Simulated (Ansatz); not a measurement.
La2O3:

```
CELL_PARAMETERS angstrom
3.93078 0.00000 0.00000
-1.96539 3.40415 0.00000
0.00000 0.00000 6.11195
ATOMIC_POSITIONS crystal
La 0.33333 0.66667 0.24624
La 0.66667 0.33333 0.75376
O 0.00000 0.00000 0.00000
O 0.33333 0.66667 0.64589
O 0.66667 0.33333 0.35411
```

The cell is a database's computed one.

Program: Ansatz 0.2.0. Alike in all runs: potentials or basis Ansatz PAW; no spin polarisation; cell as given; smearing fermi-dirac 0.05 eV.

Task: Order these runs on this cell by their band gap on the k mesh, lowest first.
A. level r2SCAN+U; U La f U = 8 eV; k mesh 8 × 8 × 5; cutoff (eV) 500; points for each segment of the path 14; hubbard projectors ortho-atomic (the default); double counting fll (the default)
B. level PBE; k mesh 8 × 8 × 5; cutoff (eV) 600
C. level HSE06; k mesh 6 × 6 × 4; cutoff (eV) 420; points for each segment of the path 4
D. level PBE0; k mesh 6 × 6 × 4; cutoff (eV) 420; points for each segment of the path 4

Result: B (3.87 eV), A (4.28 eV), C (5.29 eV), D (6.03 eV).

Caveats: spin-orbit coupling is left out, which moves the levels of the heavy elements; the magnetic or orbital state may not be the lowest (some runs); odd divisions of the mesh miss points on the zone boundary, where band edges often lie, so the gap on the mesh can be too wide (some runs); the k mesh misses the band edges, so the gap on the mesh is wider than the one along the path (some runs).

Not every run made on this cell is shown here.
